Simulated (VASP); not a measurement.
A run of VASP 6.6.1 is set up as follows.

Contents of INCAR:

```
SYSTEM = B
PREC = Accurate ; ENCUT = 520
EDIFF = 1E-7 ; ISMEAR = -1
SIGMA = 0.05 ; LREAL = .False.
LASPH = .True. ; NELM = 60
ALGO = Normal ; ISIF = 2
LWAVE = .False. ; LCHARG = .False.
GGA = PS ; ICORELEVEL = 1
```

Contents of KPOINTS:

```
Automatic mesh
0
Gamma
  8 8 8
  0 0 0
```

POSCAR

```
B
1.0
    2.4589500000      1.4196754444      4.1935000000
   -2.4589500000      1.4196754444      4.1935000000
    0.0000000000     -2.8393508888      4.1935000000
B
12
Direct
    0.0101900000      0.6536100000      0.0101900000
    0.0101900000      0.0101900000      0.6536100000
    0.6536100000      0.0101900000      0.0101900000
    0.9898100000      0.3463900000      0.9898100000
    0.3463900000      0.9898100000      0.9898100000
    0.9898100000      0.9898100000      0.3463900000
    0.2211800000      0.6306000000      0.2211800000
    0.2211800000      0.2211800000      0.6306000000
    0.6306000000      0.2211800000      0.2211800000
    0.7788200000      0.3694000000      0.7788200000
    0.3694000000      0.7788200000      0.7788200000
    0.7788200000      0.7788200000      0.3694000000
```

Potentials or basis: VASP PAW PBE potentials, release 64 (B).

Run with:

```console
$ cat potpaw_PBE.64/B/POTCAR > POTCAR
$ mpirun -np 1 vasp_std > vasp.out
```

Q: Estimate the band gap on the k mesh.

A: 1.40 eV, indirect (least direct gap 1.74 eV).

Q: What does it give for the largest force?

A: 0.197 eV/Å.

Q: Predict the pressure.

A: -4.9 GPa.

Core levels (eV, on the scale of the bands):
```
atom     levels
 1 B  1s -166.3
 2 B  1s -166.3
 3 B  1s -166.3
 4 B  1s -166.3
 5 B  1s -166.3
 6 B  1s -166.3
```

Caveat: the PAW data sets were made with another functional, which shifts forces and pressure a little. As with any semilocal functional, this PBEsol gap is likely too small.
